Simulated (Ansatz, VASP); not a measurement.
# Hf2B3 in VASP and in Ansatz

```xyz
5
Lattice="4.5356 0.0000 0.0000 -2.2678 3.9280 0.0000 0.0000 0.0000 4.6914" Properties=species:S:1:pos:R:3 pbc="T T T"
Hf    0.0000    2.6186    2.3457
Hf    2.2678    1.3093    2.3457
B     0.0000    0.0000    3.9046
B     0.0000    0.0000    0.7868
B     0.0000    0.0000    2.3457
```

Alike in both runs: functional PBE; k mesh 12 × 12 × 8; occupations gaussian, width 0.1 eV; no spin polarisation.

Ansatz relaxed the structure, and its values are those at the end. VASP's run is a single point on that final structure, the one shown.

|  | VASP | Ansatz |
| --- | --- | --- |
| version | VASP 6.6.1 | Ansatz 0.2.0 |
| potentials or method | VASP PAW PBE potentials, release 64 (Hf_pv, B) | scalar-relativistic, plane waves, PAW |
| plane-wave cutoff (eV) | 520 | 420 |
| valence electrons in the cell | 29 | 61 |

```csv
,VASP,Ansatz,Ansatz less VASP
gap on the k mesh at the Fermi level (eV),none,none,-
pressure (GPa),-0.4,0.0,+0.36
rms of the force components (eV/Å),0.005,0.003,-0.0012
```

A gap of «none» marks a metal or a gap that the smearing closes. With one functional, cell and mesh, what is left measures potentials, basis and numerics. The two sets of potentials don't hold the same shells in valence.

Spin-orbit coupling is left out, which matters for the levels of Hf.
